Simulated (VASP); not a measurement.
Co under changes of volume

One of the cells (9.944 Å³/atom); the others are scaled copies at fixed shape and fractional positions:

```xyz
2
Lattice="2.4243 0.0000 0.0000 -1.2121 2.0995 0.0000 0.0000 0.0000 3.9076" Properties=species:S:1:pos:R:3 pbc="T T T"
Co    1.2121    0.6998    2.9307
Co    0.0000    1.3996    0.9769
```

```yaml
Program: VASP 6.6.1
Functional: LDA
Potentials_or_basis: VASP PAW LDA potentials, release 64 (Co)
Cutoff: 520 eV
k_mesh: 10 × 10 × 6
Occupations: fermi-dirac, width 0.05 eV
Spin: collinear spin, ferromagnetic start
Starting_moments: "[2.0, 2.0] μB"
```

| volume (Å³/atom) | energy over the lowest point (meV/atom) | pressure (GPa) | moment (μB per cell) |
| --- | --- | --- | --- |
| 9.546 | 14.92 | 12.2 | 2.81 |
| 9.745 | ? | ? | ? |
| 9.944 | 0.00 | 0.1 | 2.90 |
| 10.143 | 3.27 | -5.0 | 2.95 |
| 10.342 | 12.51 | -9.4 | 3.01 |

Q: What does the run at 9.745 Å³/atom give?

A: Energy over the lowest point 3.58 meV/atom; pressure 5.8 GPa; moment 2.86 μB per cell.

Worked out: A Birch-Murnaghan fit of order 2 (a polynomial in V^(-2/3)) to the other rows has its minimum at 9.95 Å³/atom with B0 = V·E''(V) = 274 GPa at fixed shape and positions, which overstates the stiffness. It gives 3.71 meV/atom at 9.745 Å³/atom, against the run's 3.58, and -dE/dV = 5.9 GPa, against 5.8. A straight line through the other rows of the moment, of slope 0.248 μB per Å³/atom, gives 2.86 μB, against the run's 2.86.

Energies are extrapolated to zero smearing.
